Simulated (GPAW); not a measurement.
# Te2Mo (P6_3/mmc) in GPAW: further runs, part 2 of 2

GPAW 26.7.0. Earlier steps stand in the parts before.

## (3) Band structure, PBEsol, spin-orbit coupling, no magnetisation

Contents of run.py:

```python
import numpy as np
from ase.dft.bandgap import bandgap
from ase.io import read, write
from ase.units import GPa
from gpaw import GPAW, PW, setup_paths
from gpaw.spinorbit import soc_eigenstates

setup_paths.insert(0, '.')

atoms = read('Te2Mo.xyz')

calc = GPAW(mode=PW(600),
            xc='PBEsol',
            kpts={'size': (7, 7, 2), 'gamma': True},
            occupations={'name': 'fermi-dirac', 'width': 0.05},
            nbands=46,
            convergence={'density': 1e-05, 'energy': 1e-05},
            maxiter=150,
            txt='gpaw.txt')
atoms.calc = calc
energy = atoms.get_potential_energy()
forces = atoms.get_forces()
stress = atoms.get_stress()
calc.write('gs.gpw')
write('result.traj', atoms)
print(f'Energy: {energy:.6f} eV')
print('Forces (eV/A):')
print(forces.round(4))
print('Stress (GPa):', (stress / GPa).round(3))
print('Fermi level:', round(calc.get_fermi_level(), 4), 'eV')
print(f'Gap: {bandgap(calc)[0]:.4f} eV, direct: {bandgap(calc, direct=True)[0]:.4f} eV')

path = atoms.cell.bandpath('GMKGALHA,LM,KH', npoints=100, eps=1e-4)
bs_calc = calc.fixed_density(kpts=path, symmetry='off', nbands=73,
                             convergence={'bands': 'CBM+6.0', 'eigenstates': 1e-6}, txt='bands.txt')
bs = bs_calc.band_structure()
bs.write('bs.json')
print(f'Gap on the path: {bandgap(bs_calc)[0]:.4f} eV')

soc = soc_eigenstates(bs_calc, theta=0, phi=0)
np.savetxt('soc_bands.dat', soc.eigenvalues(), fmt='%.4f')
mesh = soc_eigenstates('gs.gpw', theta=0, phi=0)
np.savetxt('soc_mesh.dat', mesh.eigenvalues(), fmt='%.4f')
print('Fermi level with spin-orbit coupling:', round(mesh.fermi_level, 4), 'eV')
```

Contents of Te2Mo.xyz:

```xyz
6
Lattice="3.5182000000 0.0000000000 0.0000000000 -1.7591000000 3.0468505756 0.0000000000 0.0000000000 0.0000000000 13.9736000000" Properties=species:S:1:pos:R:3 pbc="T T T"
Te     1.7591000002      1.0156168584      5.2959944000
Te    -0.0000000002      2.0312337172     12.2827944000
Te     1.7591000002      1.0156168584      1.6908056000
Te    -0.0000000002      2.0312337172      8.6776056000
Mo     1.7591000002      1.0156168584     10.4802000000
Mo    -0.0000000002      2.0312337172      3.4934000000
```

Potentials or basis: PAW data sets generated in the run's folder for this functional, pw.

Run with:

```sh
gpaw-setup -f PBEsol Mo Te
OMP_NUM_THREADS=1 python run.py
```

Wall time 6 min (1 thread of Arm Neoverse V2, shared host); peak memory 1.1 GiB.

It converged, with:

| Quantity | Value |
| --- | --- |
| Free energy | -40.3914 eV |
| Pressure | -1.7 GPa |
| Largest force | 0.163 eV/Å |
| Band gap on the k mesh | 0.79 eV, indirect (least direct gap 1.18 eV) |
| Band gap along the path | 0.67 eV, indirect (least direct gap 0.95 eV) |

Forces in eV/Å, atoms in the order of the input:
```
Te   0.000  0.000 -0.163
Te   0.000  0.000 -0.163
Te   0.000  0.000  0.163
Te   0.000  0.000  0.163
Mo   0.000  0.000  0.000
Mo   0.000  0.000  0.000
```

Stress tensor (GPa, compression positive):
```
-1.92  0.00  0.00
 0.00 -1.92  0.00
 0.00  0.00 -1.39
```

Levels at the corners of the path, in eV from the valence-band top:
```
point  band 48  band 49  band 50  band 51  band 52  band 53  band 54  band 55  band 56  band 57
    Γ    -0.91    -0.37    -0.37     0.00     0.00     2.51     2.51     2.64     2.64     2.78
    M    -0.99    -0.58    -0.58    -0.32    -0.32     1.21     1.21     1.27     1.27     1.41
    K    -1.78    -0.38    -0.38    -0.05    -0.05     0.90     0.90     0.93     0.93     1.12
    Γ    -0.91    -0.37    -0.37     0.00     0.00     2.51     2.51     2.64     2.64     2.78
    A    -0.93    -0.09    -0.09    -0.09    -0.09     2.55     2.55     2.55     2.55     2.94
    L    -1.00    -0.46    -0.46    -0.46    -0.46     1.23     1.23     1.23     1.23     1.59
    H    -1.97    -0.35    -0.35    -0.14    -0.14     0.90     0.90     0.95     0.95     1.56
    A    -0.93    -0.09    -0.09    -0.09    -0.09     2.55     2.55     2.55     2.55     2.94
    L    -1.00    -0.46    -0.46    -0.46    -0.46     1.23     1.23     1.23     1.23     1.59
    M    -0.99    -0.58    -0.58    -0.32    -0.32     1.21     1.21     1.27     1.27     1.41
    K    -1.78    -0.38    -0.38    -0.05    -0.05     0.90     0.90     0.93     0.93     1.12
    H    -1.97    -0.35    -0.35    -0.14    -0.14     0.90     0.90     0.95     0.95     1.56
```

Caveat: spin-orbit coupling was added after a scalar SCF, so levels and gaps hold it while energy, forces, pressure and moments don't; this program's spin-orbit splittings come out too wide for heavy elements; the mesh misses the band edges, which the band path finds closer together; this functional lacks dispersion, which binds the layers, so the pressure and a relaxed spacing across them are unreliable.

## (4) Band structure, RPBE

Contents of run.py:

```python
from ase import Atoms
from ase.dft.bandgap import bandgap
from ase.io import write
from ase.units import GPa
from gpaw import GPAW, PW

atoms = Atoms(['Te', 'Te', 'Te', 'Te', 'Mo', 'Mo'],
              cell=[[3.5182, 0.0, 0.0],
                    [-1.7591, 3.0468505756, 0.0],
                    [0.0, 0.0, 13.9736]],
              scaled_positions=[[0.6666666667, 0.3333333333, 0.379],
                                [0.3333333333, 0.6666666667, 0.879],
                                [0.6666666667, 0.3333333333, 0.121],
                                [0.3333333333, 0.6666666667, 0.621],
                                [0.6666666667, 0.3333333333, 0.75],
                                [0.3333333333, 0.6666666667, 0.25]],
              pbc=True)

calc = GPAW(mode=PW(600),
            xc='RPBE',
            kpts={'size': (9, 9, 2), 'gamma': True},
            occupations={'name': 'fermi-dirac', 'width': 0.05},
            nbands=46,
            convergence={'density': 1e-05, 'energy': 1e-05},
            maxiter=150,
            txt='gpaw.txt')
atoms.calc = calc
energy = atoms.get_potential_energy()
forces = atoms.get_forces()
stress = atoms.get_stress()
calc.write('gs.gpw')
write('result.traj', atoms)
print(f'Energy: {energy:.6f} eV')
print('Forces (eV/A):')
print(forces.round(4))
print('Stress (GPa):', (stress / GPa).round(3))
print('Fermi level:', round(calc.get_fermi_level(), 4), 'eV')
print(f'Gap: {bandgap(calc)[0]:.4f} eV, direct: {bandgap(calc, direct=True)[0]:.4f} eV')

path = atoms.cell.bandpath('GMKGALHA,LM,KH', npoints=80, eps=1e-4)
bs_calc = calc.fixed_density(kpts=path, symmetry='off', nbands=73,
                             convergence={'bands': 'CBM+6.0', 'eigenstates': 1e-6}, txt='bands.txt')
bs = bs_calc.band_structure()
bs.write('bs.json')
print(f'Gap on the path: {bandgap(bs_calc)[0]:.4f} eV')
```

Potentials or basis: the program's PAW data sets (release 1.2.1) made for this functional, pw.

Run with:

```sh
OMP_NUM_THREADS=1 python run.py
```

Wall time 5.4 min (1 thread of Arm Neoverse V2, shared host); peak memory 0.92 GiB.

It converged, with:

```
Free energy             : -34.2923 eV
Pressure                : 4.4 GPa
Largest force           : 0.203 eV/Å
Band gap on the k mesh  : 0.80 eV, indirect (least direct gap 1.03 eV)
Band gap along the path : 0.73 eV, indirect (least direct gap 1.03 eV)
```

Forces in eV/Å, atoms in the order of the input:
```
Te   0.000  0.000  0.203
Te   0.000  0.000  0.203
Te   0.000  0.000 -0.203
Te   0.000  0.000 -0.203
Mo   0.000  0.000  0.000
Mo   0.000  0.000  0.000
```

Stress tensor (GPa, compression positive):
```
4.07 0.00 0.00
0.00 4.07 0.00
0.00 0.00 4.92
```

Levels at the corners of the path, in eV from the valence-band top:
| point | band 23 | band 24 | band 25 | band 26 | band 27 | band 28 | band 29 | band 30 |
| --- | --- | --- | --- | --- | --- | --- | --- | --- |
| Γ | -1.00 | -1.00 | -0.33 | 0.00 | 2.90 | 2.90 | 3.04 | 3.04 |
| M | -1.01 | -0.95 | -0.61 | -0.32 | 1.25 | 1.31 | 1.45 | 1.78 |
| K | -1.82 | -1.82 | -0.29 | -0.06 | 0.97 | 0.97 | 1.19 | 2.17 |
| Γ | -1.00 | -1.00 | -0.33 | 0.00 | 2.90 | 2.90 | 3.04 | 3.04 |
| A | -1.02 | -1.02 | -0.08 | -0.08 | 2.94 | 2.94 | 2.94 | 2.94 |
| L | -0.96 | -0.96 | -0.47 | -0.47 | 1.28 | 1.28 | 1.63 | 1.63 |
| H | -1.97 | -1.97 | -0.20 | -0.20 | 0.97 | 0.97 | 1.64 | 1.64 |
| A | -1.02 | -1.02 | -0.08 | -0.08 | 2.94 | 2.94 | 2.94 | 2.94 |
| L | -0.96 | -0.96 | -0.47 | -0.47 | 1.28 | 1.28 | 1.63 | 1.63 |
| M | -1.01 | -0.95 | -0.61 | -0.32 | 1.25 | 1.31 | 1.45 | 1.78 |
| K | -1.82 | -1.82 | -0.29 | -0.06 | 0.97 | 0.97 | 1.19 | 2.17 |
| H | -1.97 | -1.97 | -0.20 | -0.20 | 0.97 | 0.97 | 1.64 | 1.64 |

Caveat: spin-orbit coupling is left out, which moves the levels of the heavy elements; this functional lacks dispersion, which binds the layers, so the pressure and a relaxed spacing across them are unreliable.

## (5) Summary

```tsv
level	potentials or basis	spin	k mesh	band points	spin axis theta (degrees)	spin axis phi (degrees)	soc after scf	gap on the mesh (eV)	pressure (GPa)	largest force (eV/Å)
LDA	the program's PAW data sets (release 1.2.1) made for this functional, pw	off	9 × 9 × 2	100	-	-	-	0.75	-3.8	0.39
PBEsol	PAW data sets generated in the run's folder for this functional, pw	SOC, no magnetisation	7 × 7 × 2	100	0	0	second variation	0.79	-1.7	0.16
RPBE	the program's PAW data sets (release 1.2.1) made for this functional, pw	off	9 × 9 × 2	80	-	-	-	0.80	4.4	0.20
```

Alike in all rows: task band structure; cell as given; cutoff (eV) 600; smearing fermi-dirac 0.05 eV.

Caveats: spin-orbit coupling is left out, which moves the levels of the heavy elements (some runs); this functional lacks dispersion, which binds the layers, so the pressure and a relaxed spacing across them are unreliable (some runs); spin-orbit coupling was added after a scalar SCF, so levels and gaps hold it while energy, forces, pressure and moments don't (some runs); this program's spin-orbit splittings come out too wide for heavy elements (some runs); the mesh misses the band edges, which the band path finds closer together (some runs).

Total energies depend on the potentials used, so only differences within one code and one set of settings carry meaning.

## (6) Comparison with measurements

Step 2. Measured gap of Te2Mo: 0.88 eV (indirect; 300 K; quoted in “Broadband infrared study of pressure-tunable Fano resonance and metallization transition in 2H-MoTe2”, 2022, pmc:9569381). This calculation gives 0.68 eV (-0.20 eV). Spin-orbit coupling on Mo, Te is left out. The value is that of LDA, without temperature or zero-point motion. Semilocal functionals fall short of measured gaps as a rule.

Step 3. A measured gap of Te2Mo is 0.88 eV (indirect; 300 K; quoted in “Broadband infrared study of pressure-tunable Fano resonance and metallization transition in 2H-MoTe2”, 2022, pmc:9569381); the calculated 0.67 eV misses it by -0.21 eV. The value is that of PBEsol, without temperature or zero-point motion. Semilocal functionals fall short of measured gaps as a rule.

Step 4. A measured gap of Te2Mo is 0.88 eV (indirect; 300 K; quoted in “Broadband infrared study of pressure-tunable Fano resonance and metallization transition in 2H-MoTe2”, 2022, pmc:9569381); the calculated 0.73 eV misses it by -0.15 eV. Spin-orbit coupling on Mo, Te is left out. The value is that of RPBE, without temperature or zero-point motion. Semilocal functionals fall short of measured gaps as a rule.
